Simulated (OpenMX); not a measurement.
Hf under changes of volume

One of the cells (22.828 Å³/atom); the others are scaled copies at fixed shape and fractional positions:

```
Hf
1.0
     3.21787    0.00000    0.00000
    -1.60894    2.78676    0.00000
     0.00000    0.00000    5.09130
Hf
2
Direct
  0.66667 0.33333 0.75000
  0.33333 0.66667 0.25000
```

```yaml
Program: OpenMX 3.8.5
Functional: PBE
Potentials_or_basis: OpenMX 2013 PBE set, Hf7.0-s3p2d2f1, fixed grid of 32 × 32 × 60 points
k_mesh: 11 × 11 × 5
Occupations: fermi-dirac, width 0.05 eV
Spin: no spin polarisation
```

```tsv
volume (Å³/atom)	energy over the lowest point (meV/atom)	largest force (eV/Å)
21.037	30.39	0.014
21.485	?	?
21.933	1.43	0.011
22.828	0.00	0.008
23.276	8.18	0.007
23.723	21.70	0.006
```

**Question.** What does the run at 21.485 Å³/atom give?

**Answer.** Energy over the lowest point 12.21 meV/atom; largest force 0.012 eV/Å.

Worked out: A Birch-Murnaghan fit of order 3 (a polynomial in V^(-2/3)) to the other rows has its minimum at 22.43 Å³/atom with B0 = V·E''(V) = 112 GPa and B' = 3.3 at fixed shape and positions, which overstates the stiffness. It gives 12.17 meV/atom at 21.485 Å³/atom, against the run's 12.21.

Energies are extrapolated to zero smearing.

Caveats: the basis of atomic orbitals isn't converged, which shifts pressures, moduli and gaps.
